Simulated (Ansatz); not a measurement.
Below is a relaxed structure of HfSi₂O₆. The cell was found from a structure generator's guess, not taken from experiment.

Method: DFT PBE, scalar-relativistic, plane waves, PAW (Ansatz). Cutoff 420 eV, Γ-centred mesh, Gaussian smearing, no spin polarisation.

```xyz
9
Lattice="-1.6850 1.6850 7.2352 1.6850 -1.6850 7.2352 1.6850 1.6850 -7.2352" Properties=species:S:1:pos:R:3 pbc="T T T"
Hf    0.0000    0.0000    7.2352
Si    0.0000    0.0000   12.0030
Si    0.0000    0.0000    2.4673
O     1.6850    0.0000    5.9028
O     1.6850    0.0000    1.3324
O     0.0000    1.6850    3.6176
O     0.0000    1.6850    1.3324
O     1.6850    0.0000    3.6176
O     0.0000    1.6850    5.9028
```

Energies over the elements count from the elements' standard structures at the same level (O₂ as a molecule), with no fitted energy shifts.

Question: What space group does it have?

Answer: I4/mmm (No. 139), with Hf and Si ordered on fluorite sites. Conventional cell: a = 3.370 Å, c = 14.470 Å. Hf is surrounded by 8 O at 2.15 Å; around Si lie 8 O at 2.03–2.04 Å; O on a site of symmetry 2mm is surrounded by 2 Si at 2.03 Å, 2 Hf at 2.15 Å, 5 O at 2.29–2.38 Å and 1 O at 2.66 Å; O on a site of symmetry -4m2 is surrounded by 4 Si at 2.04 Å and 6 O at 2.29–2.38 Å.

Question: What is its formation energy per atom?

Answer: −1.990 eV/atom.

Question: Is it a metal?

Answer: No, the gap on the 14×14×14 mesh is 0.38 eV.

The last run used a 14×14×14 mesh for its 9-atom cell and Gaussian smearing of 0.02 eV. These runs have no spin–orbit coupling, which can matter for Hf. Kohn–Sham gaps at this level usually fall short of measured ones. Small gaps are read on the mesh alone, and bands can cross between its points. Symmetry constrained the relaxation, so the result can be a saddle point. Another cell of HfSi2O6 relaxed alike, in C2, lies 0.95 eV/atom lower, so this cell isn't the stable form at this level.
